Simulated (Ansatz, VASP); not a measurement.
One calculation of SrTiO3, two programs

```
Sr Ti O
1.0
     3.77570    0.00000    0.00000
     0.00000    3.77570    0.00000
     0.00000    0.00000    3.77570
Sr Ti O
1 1 3
Direct
  0.00000 0.00000 0.00000
  0.50000 0.50000 0.50000
  0.50000 0.00000 0.50000
  0.50000 0.50000 0.00000
  0.00000 0.50000 0.50000
```

Alike in both runs: functional PBE; k mesh 8 × 8 × 8; occupations gaussian, width 0.02 eV; no spin polarisation; Hubbard terms Ti d U = 4.0 eV.

Ansatz relaxed the structure, and its values are those at the end. VASP's run is a single point on that final structure, the one shown.

|  | VASP | Ansatz |
| --- | --- | --- |
| version | VASP 6.6.1 | Ansatz 0.2.0 |
| potentials or method | VASP PAW PBE potentials, release 64 (Sr_sv, Ti_sv, O) | scalar-relativistic, plane waves, PAW |
| plane-wave cutoff (eV) | 520 | 420 |
| valence electrons in the cell | 40 | 40 |

|  | VASP | Ansatz | Ansatz less VASP |
| --- | --- | --- | --- |
| gap on the k mesh at the Fermi level (eV) | 2.59 | 2.60 | +0.006 |
| least direct gap on the mesh (eV) | 2.94 | 2.93 | -0.008 |

The programs project onto different local orbitals, so the same U acts differently.

 A k mesh can miss the band edges.
